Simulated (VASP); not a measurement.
# BN (P6_3mc): a series in a change of volume, part 2 of 2

Wanted: the response of BN to a change of volume, as a table, with a fit that predicts a row left out.

VASP 6.6.1, plane waves and PAW; the level of theory is named at each step.

So far. Step 5 (Band edges, r2SCAN): The run ends at a pressure of 29.91 GPa, with forces up to 0.010 eV/Å.

**6. The table**

The other members went through these steps as far as the tables show, with the same cutoff and, step by step, the same mesh; 25 runs are not shown. The session took 3.5 core hours (wall time by ranks) on a shared machine.

```
volume over the relaxed volume  volume (Å³/atom)  pressure (GPa)  energy above the unstrained row (meV/atom)  gap on the mesh, PBEsol (eV)
                         0.940             5.527          26.966                                      29.606                         4.928
                         0.955             5.615          19.522                                      16.521                         4.965
                         0.970             5.703          12.583                                       7.394                         5.000
                         0.985             5.791           6.115                                       1.979                         5.034
                             1             5.879           0.086                                       0.000                         5.068
                         1.015             5.968          -5.538                                       1.238                         5.095
                         1.030             6.056         -10.781                                       5.473                         5.124
                         1.045             6.144         -15.670                                      12.508                         5.151
                         1.060             6.232         -20.228                                      22.150                         5.176
```

A cubic of the pressure in ln(V/V₀) through all rows has the slope −B at V₀: B = 388 GPa, and its curvature gives B′ = 3.7.

Band edges at TB-mBJ with spin-orbit coupling, counted from the valence-band top at Γ, spin-orbit pairs averaged, with one row partly withheld:

```
volume over the relaxed volume  gap (eV)  conduction band at Γ (eV)  lowest conduction level on M–L (eV)  second valence level below the top (eV)  third valence level below the top (eV)
                         0.940     6.558                     10.109                                7.929                                    0.013                                   0.330
                         0.955     6.592                     10.045                                7.878                                    0.013                                   0.314
                         0.970     6.624                      9.979                                7.826                                    0.013                                   0.300
                         0.985     6.654                      9.918                                7.773                                    0.013                                   0.285
                             1     6.685                      9.858                                7.721                                    0.013                                   0.268
                         1.015     6.709                          ?                                7.667                                    0.013                                   0.257
                         1.030     6.734                      9.737                                7.614                                    0.013                                   0.244
                         1.045     6.757                      9.678                                7.562                                    0.013                                   0.230
                         1.060     6.779                      9.620                                7.509                                    0.013                                   0.217
```

Band edges at r2SCAN, counted from the valence-band top at Γ:

```
volume over the relaxed volume  gap (eV)  conduction band at Γ (eV)  lowest conduction level on M–L (eV)  second valence level below the top (eV)  third valence level below the top (eV)
                         0.940     5.573                      9.337                                7.266                                    0.000                                   0.340
                         0.955     5.609                      9.272                                7.209                                    0.000                                   0.325
                         0.970     5.643                      9.207                                7.152                                    0.000                                   0.310
                         0.985     5.674                      9.145                                7.094                                    0.000                                   0.296
                             1     5.707                      9.085                                7.036                                    0.000                                   0.280
                         1.015     5.732                      9.023                                6.978                                    0.000                                   0.269
                         1.030     5.759                      8.964                                6.920                                    0.000                                   0.256
                         1.045     5.784                      8.905                                6.863                                    0.000                                   0.243
                         1.060     5.808                      8.847                                6.806                                    0.000                                   0.230
```

**7. Working out the slope**

The quantity to fit is the conduction level at Γ above the mean of the three top valence levels at TB-mBJ with spin-orbit coupling: 10.224, 10.154, 10.084, 10.017, 9.952, 9.822, 9.759, 9.697 eV in the rows shown.

A least-squares parabola through the 8 rows shown, with u the logarithm of the volume ratio: E = 0.2605 u² − 4.378 u + 9.951 (eV), r.m.s. residual 5.7e-4 eV.

At u = 0.01489 this predicts 9.8862 eV.

**8. The withheld row**

The calculation gives 9.8866 eV, so the prediction is 0.0004 eV too low.

**9. What came out**

```yaml
bulk_modulus: 388 GPa
gap_of_the_unstrained_cell_tb_mbj_with_spin_orbit_coupling: 6.68 eV
gap_of_the_unstrained_cell_r2scan: 5.71 eV
de_d_ln_v_of_the_conduction_level_at_gamma_above_the_mean_of_the_three_top_valence_levels_tb_mbj_with_spin_orbit_coupling: -4.38 eV
error_of_the_predicted_row: -0.4 meV
```

The slope of the energy gives 0.60 GPa at the relaxed volume where the pressure column has 0.09 GPa, a mark of the finite basis. At TB-mBJ with spin-orbit coupling the edge that sets the gap lies at a point without a column here, up to 1.37 eV below the lowest level listed; the gap runs between 6.56 and 6.78 eV. At r2SCAN the edge that sets the gap lies at a point without a column here, up to 1.69 eV below the lowest level listed; the gap runs between 5.57 and 5.81 eV. Hole masses are left out throughout, since the top bands are degenerate or cross in many series; of conduction masses, those of the Γ, L and (for Si and Ge under (001) strain) Δ valleys are kept where they change by under an eighth between rows. TB-mBJ is a potential fitted for gaps; it has no energy functional, so its total energies and forces mean nothing, and its bands tend to come out too narrow. r2SCAN opens gaps somewhat over GGA but leaves them below measured values as a rule. Spin-orbit coupling is left out at r2SCAN, so the valence splittings there lack it. Temperature, zero-point motion and excitons are left out.

[Lines on the potential files, build, host, timing and source positions are cut from VASP's logs without a mark.]

[Logs are printed without paths, hosts, clocks, repeated set-up lines and the standing remarks that a program may print on its own settings, such as how far it seeks lower states.]

[Hosts, paths, dates, database ids (printed as entryN), source tags and the programs' standing remarks are cut or masked in the printed files.]

[In band tables of VASP the shares of atoms and orbitals are scaled to a sum of 1 inside the atoms' spheres.]
